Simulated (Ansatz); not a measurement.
MnO₂, explained

**What was measured.** A cell as deposited of tetragonal MnO2 (space group P4_2/mnm), temperature not stated, from the Crystallography Open Database (1993, doi:10.1071/CH9930939), has a, c = 4.404, 2.877 Å and 9.30 Å³/atom.

Computed with Ansatz (plane waves, PAW, 500 eV cutoff): r²SCAN, scalar-relativistic, collinear spin, 6×6×10 k-mesh, Gaussian smearing of 0.05 eV; PAW files: Ansatz's generated set soft_2.

The chain of runs began from a cell as deposited in COD, expanded in volume.

The relaxed structure (symmetry read at 0.01 Å). Symmetry: P4_2/mnm, No. 136, tetragonal system. Conventional cell: a = 4.383 Å, b = 4.383 Å, c = 2.861 Å, α = 90.00°, β = 90.00°, γ = 90.00°. Mn (site symmetry mmm) has 6 O at 1.87 to 1.89 Å as nearest neighbours. O (site symmetry m2m) has 3 Mn at 1.87 to 1.89 Å as nearest neighbours. (Shells end 15 % past the nearest neighbour.)

Results at this level of theory:

- Volume: 9.16 Å³/atom
- Band gap: 0.38 eV
- Smallest direct gap: 0.38 eV (over both spins)
- Magnetic state: antiferromagnetic
- Site spin moments: Mn 2.40, -2.40 μB
- Spin moment of the cell: 0.00 μB
- Bader charges: Mn 2.04; O -1.02 e
- Formation energy from the elements (0 K, uncorrected): -2.05 eV/atom
- Bulk modulus (Birch–Murnaghan): 256 GPa
- Pressure derivative B0′: 4.9
- Shear modulus (Hill): 113 GPa
- Young's modulus: 296 GPa
- Poisson's ratio: 0.31
- Elastically stable: yes

Question: What fixes the bond lengths?

Answer: Shannon's ionic radii give a check on the bond lengths: Mn⁴⁺ with 6 neighbours 0.53 Å + O²⁻ 1.36 Å = 1.89 Å against a computed mean of 1.88 Å. Sums and bonds agree within 3 %, so ion sizes set the bond lengths.

Bader charges against formal ones: Mn +2.04 (+4), O −1.02 (−2). The cations give up 51 % of the formal charge; Bader charges stay under formal ones because the anions' density reaches into the cations' basins, the more so the higher the formal charge and the softer the anion.

Question: How stiff is it, in energy terms?

Answer: B0·V0 = 255.7 GPa × 9.16 Å³ = 14.62 eV/atom sets the scale: near the minimum ΔE ≈ ½ B0 V0 x², with x = V/V0 − 1, and a pressure of 2.6 GPa squeezes the volume by about 1 %. At the ends of the curve: x = −4.0 % predicts 11.7 meV/atom and the run gives 12.7; x = +7.0 % predicts 35.9 meV/atom and the run gives 31.4. The curve is steeper than the parabola on the compressed side and flatter on the expanded side: the bulk modulus rises with pressure.

**Against experiment.** r²SCAN gives 4.383, 2.861 Å and 9.16 Å³/atom, −1.5 % in volume (−0.5 % in length) from the database's cell. The static lattice lacks zero-point motion and thermal expansion, roughly 0.5 to 1.3 % in volume at 300 K (room temperature assumed) by Grüneisen's rule, γ·3k_BT/(B0·V0) with γ of 1 to 2.5; that is too little for this miss.

The run wasn't fully tested for a lower electronic state. Site moments are of spin, integrated over atomic spheres.
